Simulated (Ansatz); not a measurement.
Bicrystals of relaxed bulk Ag (Fm-3m, 17.83 Å³/atom, gap on the mesh 0.00 eV): one grain is mirrored in the boundary plane and shifted (fractions of the plane's cell), where said the two species change places in it, close atoms are joined, tilt boundaries are opened by 0.15 Å, then atoms and the cell's height are relaxed. Energies are the mean of the cell's two boundaries over the bulk on a matched mesh; other shifts may lie lower.

Method: DFT PBE, scalar-relativistic, plane waves, PAW (Ansatz 0.2.0).

Plane waves to 420 eV, a k mesh through Γ of 12×4×2 on the computed 36-atom cell and Gaussian smearing (0.10 eV); no spin polarisation.

Start (Σ9 (221), mirror between planes, shift [0, 0.5]):

```xyz
36
Lattice="2.9325 0.0000 0.0000 0.0000 8.7975 0.0000 0.0000 0.0000 25.1831" Properties=species:S:1:pos:R:3 pbc="T T T"
Ag    2.9325    3.9100    1.0340
Ag    2.9325    7.8200    2.4164
Ag    2.9325    1.9550    6.5636
Ag    2.9325    5.8650    7.9460
Ag    1.4662    1.4662    1.7252
Ag    1.4662    5.3762    3.1076
Ag    1.4662    3.4212    8.6372
Ag    1.4662    7.3312   10.0196
Ag    1.4662    6.3537    0.3428
Ag    1.4662    0.4887    4.4900
Ag    1.4662    4.3987    5.8724
Ag    1.4662    8.3087    7.2548
Ag    1.4662    2.4437   11.4020
Ag    2.9325    2.9325    3.7988
Ag    2.9325    6.8425    5.1812
Ag    2.9325    0.9775    9.3284
Ag    2.9325    4.8875   10.7108
Ag    2.9325    0.0000   12.0932
Ag    2.9325    8.3087   23.9990
Ag    2.9325    3.4212   22.6166
Ag    2.9325    6.3537   18.4695
Ag    2.9325    1.4662   17.0871
Ag    1.4662    5.8650   23.3078
Ag    1.4662    0.9775   21.9255
Ag    1.4662    7.8200   16.3959
Ag    1.4662    2.9325   15.0135
Ag    1.4662    1.9550   24.6902
Ag    1.4662    4.8875   20.5431
Ag    1.4662    0.0000   19.1607
Ag    1.4662    3.9100   17.7783
Ag    1.4662    6.8425   13.6311
Ag    2.9325    7.3312   21.2343
Ag    2.9325    2.4437   19.8519
Ag    2.9325    5.3762   15.7047
Ag    2.9325    0.4887   14.3223
Ag    2.9325    4.3987   12.9399
```

**Question.** Relax it.

**Answer.** The free energy falls by 86 meV/atom.

| Item | Value |
| --- | --- |
| boundary energy (mJ/m²) | 489 |
| excess width (Å) | 0.38 |
| gap on the mesh (eV) | 0 |

Relaxed structure:
```
Ag
1.0
     2.93250    0.00000    0.00000
     0.00000    8.79749    0.00000
     0.00000    0.00000   25.65161
Ag
36
Direct
  0.00000 0.44264 0.03929
  0.00000 0.89242 0.10090
  0.00000 0.22318 0.26117
  0.00000 0.66510 0.31290
  0.50000 0.16347 0.07471
  0.50000 0.60823 0.12490
  0.50000 0.38744 0.34160
  0.50000 0.82980 0.39314
  0.50000 0.73176 0.02301
  0.50000 0.05712 0.18114
  0.50000 0.49904 0.23287
  0.50000 0.94564 0.28736
  0.50000 0.27959 0.45475
  0.00000 0.33478 0.15244
  0.00000 0.77659 0.20668
  0.00000 0.11399 0.36914
  0.00000 0.55875 0.41933
  0.00000 0.99047 0.47104
  0.00000 0.94264 0.95476
  0.00000 0.39242 0.89314
  0.00000 0.72318 0.73287
  0.00000 0.16510 0.68115
  0.50000 0.66347 0.91933
  0.50000 0.10823 0.86914
  0.50000 0.88744 0.65245
  0.50000 0.32980 0.60090
  0.50000 0.23176 0.97104
  0.50000 0.55712 0.81290
  0.50000 0.99904 0.76117
  0.50000 0.44564 0.70668
  0.50000 0.77959 0.53929
  0.00000 0.83478 0.84160
  0.00000 0.27659 0.78736
  0.00000 0.61399 0.62490
  0.00000 0.05875 0.57472
  0.00000 0.49047 0.52301
```

Small energy differences in metals hang on the k mesh (about 10 mJ/m² or 1 to 2 meV/atom on the mesh of the relaxation).

It took 26 min on 4 threads of Intel(R) Xeon(R) 6975P-C (Granite Rapids), with other jobs on the host, peak memory 9.4 GiB.